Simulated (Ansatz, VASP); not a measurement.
# Pb in VASP and in Ansatz

The input INCAR:

```
SYSTEM = Pb
PREC = Accurate ; ENCUT = 520
EDIFF = 1E-6 ; ISMEAR = 0
SIGMA = 0.015 ; LREAL = .False.
LASPH = .True. ; NELM = 60
ALGO = Fast ; ISIF = 2
LWAVE = .False. ; LCHARG = .True.
GGA = PE ; LELF = .True.
LVHAR = .True. ; NBANDS = 13
```

KPOINTS

```
regular mesh
0
Gamma
  9 9 9
  0 0 0
```

POSCAR

```
Pb
1.0
    0.0000000000      2.4750200000      2.4750200000
    2.4750200000      0.0000000000      2.4750200000
    2.4750200000      2.4750200000      0.0000000000
Pb
1
Direct
    0.0000000000      0.0000000000      0.0000000000
```

Contents of input.yaml:

```yaml
crystal:
  lattice:
    - [0.0, 2.47502, 2.47502]
    - [2.47502, 0.0, 2.47502]
    - [2.47502, 2.47502, 0.0]
  atoms:
    - { symbol: Pb, position: [0.0, 0.0, 0.0] }
kpoints:
  mp_grid: { grid: [9, 9, 9] }
scf:
  occupations: { method: gaussian, width: 0.015 }
hamiltonian:
  xc: pbe
  pseudopotentials: { kind: all_electron, lapw: { basis_error: 0.001 } }
output:
  forces: true
  stress: true
  eigenvalues: true
```

Alike in both runs: task single point; functional PBE; k mesh 9 × 9 × 9; occupations gaussian, width 0.015 eV; no spin polarisation.

|  | VASP | Ansatz |
| --- | --- | --- |
| version | VASP 6.6.1 | Ansatz 0.2.0 |
| potentials or method | VASP PAW PBE potentials, release 64 (Pb_d) | all-electron LAPW, scalar-relativistic |
| plane-wave cutoff (eV) | 520 | see its input |

|  | VASP | Ansatz | Ansatz less VASP |
| --- | --- | --- | --- |
| gap on the k mesh at the Fermi level (eV) | none | none | - |
| pressure (GPa) | 2.2 | 2.3 | +0.06 |

A gap of «none» marks a metal or a gap that the smearing closes. Ansatz ran all-electron here, so the differences hold the error of VASP's frozen core and of both bases.

The runs have no spin-orbit coupling, so splittings on Pb are missing.
